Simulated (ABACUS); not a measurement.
CoO:

```
Co O
1.0
     0.00000    2.13150    2.13150
     2.13150    0.00000    2.13150
     2.13150    2.13150    0.00000
Co O
1 1
Direct
  0.99261 0.00830 0.01507
  0.49712 0.51716 0.49531
```

The cell isn't the ideal one: atoms moved at random, drawn with an rms of 0.05 Å.

A run of ABACUS 3.10.1 on this cell left the log below. Logs are shortened: lines on timing, memory, paths and dates and some standing lists are left out, and cuts for length are marked.

```text
ABACUS v3.10.1

               Atomic-orbital Based Ab-initio Computation at UStc

 ------------------------------------------------------------------------------------

 READING GENERAL INFORMATION
                           global_out_dir = OUT.CoO/
                           global_in_card = INPUT
                               pseudo_dir = ./
[... 8 lines left out ...]

 READING ATOM TYPE 1
                               atom label = Co
                      L=0, number of zeta = 3
                      L=1, number of zeta = 2
                      L=2, number of zeta = 2
                      L=3, number of zeta = 1
             number of atom for this type = 1
               magnetization of element 1 = 2

 READING ATOM TYPE 2
                               atom label = O
                      L=0, number of zeta = 2
                      L=1, number of zeta = 2
                      L=2, number of zeta = 1
             number of atom for this type = 1
               magnetization of element 2 = 0

                        TOTAL ATOM NUMBER = 2
DIRECT COORDINATES
    atom                   x                   y                   z     mag                  vx                  vy                  vz
taud_Co1            0.9926050000        0.0082970000        0.0150690000  2.0000        0.0000000000        0.0000000000        0.0000000000
taud_O1            0.4971250000        0.5171570000        0.4953140000  0.0000        0.0000000000        0.0000000000        0.0000000000

                          Volume (Bohr^3) = 130.702
                             Volume (A^3) = 19.368

 Lattice vectors: (Cartesian coordinate: in unit of a_0)
                   +0             +2.1315             +2.1315
              +2.1315                  +0             +2.1315
              +2.1315             +2.1315                  +0
 Reciprocal vectors: (Cartesian coordinate: in unit of 2 pi/a_0)
[... 571 lines left out ...]
----------------------------------------------------------
     Energy           Rydberg                 eV
----------------------------------------------------------
 E_KohnSham     -339.0590325169      -4613.1348005967
 E_KS(sigma->0) -339.0578766555      -4613.1190742960
 E_Harris       -339.0590318938      -4613.1347921199
 E_band         -22.0983063633       -300.6628826908
 E_one_elec     -153.4321885350      -2087.5520206869
 E_Hartree      91.3871882526        1243.3864844341
 E_xc           -64.4769301804       -877.2536400011
 E_Ewald        -212.5347903313      -2891.6841717415
 E_entropy(-TS) -0.0023117227        -0.0314526013
 E_descf        0.0000000000         0.0000000000
 E_exx          0.0000000000         0.0000000000
 E_Fermi        1.0398535596         14.1479334961
----------------------------------------------------------

 charge density convergence is achieved
 final etot is -4613.1348006 eV
 EFERMI = 14.147933496 eV

 STATE ENERGY(eV) AND OCCUPATIONS    NSPIN == 2
SPIN UP :
 1/666 kpoint (Cartesian) = 0.0000 0.0000 0.0000 (560 pws)
       1       -82.6160    0.000751315
       2       -45.9710    0.000751315
       3       -45.9697    0.000751315
       4       -45.9691    0.000751315
       5       -6.08373    0.000751315
       6        10.5489    0.000751315
[... 9 lines left out ...]
      16        32.2960        0.00000
[... 82 lines left out ...]
       4       -45.9746     0.00150263
       5       -4.88283     0.00150263
       6        6.01417     0.00150263
[... 9 lines left out ...]
      16        27.6039        0.00000
      17        27.6162        0.00000

[... levels at 1326 further k points ...]

-------------------------------------------------
 Total Magnetism (uB)
-------------------------------------------------
                        Co1         2.6796204998
                         O1         0.3088508758
-------------------------------------------------

 correction force for each atom along direction 1 is 2.68485e-06
 correction force for each atom along direction 2 is 2.26512e-07
 correction force for each atom along direction 3 is -5.20155e-06
------------------------------------------------------------------------------------------
 TOTAL-FORCE (eV/Angstrom)
------------------------------------------------------------------------------------------
                       Co1        -0.0242524184        -0.0353579247         0.0303768685
                        O1         0.0242524184         0.0353579247        -0.0303768685
------------------------------------------------------------------------------------------

----------------------------------------------------------------
 TOTAL-STRESS (KBAR)
----------------------------------------------------------------
       -10.9778461433        -0.7178232146         0.6298550505
        -0.7178232146        -9.3480847284         0.8838236598
         0.6298550505         0.8838236598       -10.1085982588
----------------------------------------------------------------
 TOTAL-PRESSURE: -10.144843 KBAR

 --------------------------------------------
 !FINAL_ETOT_IS -4613.1348005966619894 eV
 --------------------------------------------
```

Problem. Write the input and the command behind it.

Solution. Single point with PBE, collinear spin, ferromagnetic start. The files as run (others can give the same):

INPUT
```
INPUT_PARAMETERS
suffix              CoO
calculation         scf
basis_type          lcao
pseudo_dir          ./
orbital_dir         ./
symmetry            1
dft_functional      pbe
ecutwfc             100
pseudo_rcut         10
nspin               2
nbands              17
ks_solver           genelpa
smearing_method     fd
smearing_sigma      0.00367493
scf_thr             1e-07
scf_nmax            100
mixing_type         broyden
mixing_beta         0.4
cal_force           1
cal_stress          1
out_mul             1
```

STRU
```
ATOMIC_SPECIES
Co 58.9332 Co.upf
O 15.9990 O.upf

NUMERICAL_ORBITAL
Co_confined-atom_7au_3s2p2d1f.orb
O_confined-atom_6au_2s2p1d.orb

LATTICE_CONSTANT
1.8897261246

LATTICE_VECTORS
0.0000000000 2.1315000000 2.1315000000
2.1315000000 0.0000000000 2.1315000000
2.1315000000 2.1315000000 0.0000000000

ATOMIC_POSITIONS
Direct

Co
0.0
1
-0.0073950000 0.0082970000 0.0150690000 1 1 1 mag 2

O
0.0
1
0.4971250000 0.5171570000 0.4953140000 1 1 1 mag 0
```

KPT
```
K_POINTS
0
Gamma
11 11 11 0 0 0
```

Potentials or basis: PseudoDojo NC SR 0.4.1 PBE standard, DZP LCAO (the cutoffs set its grid).
Launch:
```bash
$ OMP_NUM_THREADS=1 mpirun -np 4 abacus > log
```

Caveat: the atomic orbitals were generated for these runs and aren't a published set; the basis of atomic orbitals isn't converged, which shifts pressures, moduli and gaps; a cell with one magnetic atom can't hold antiferromagnetic order, which such compounds often take; semilocal functionals often make such compounds metallic where correlation or magnetic order opens a gap, which also shifts bond lengths.
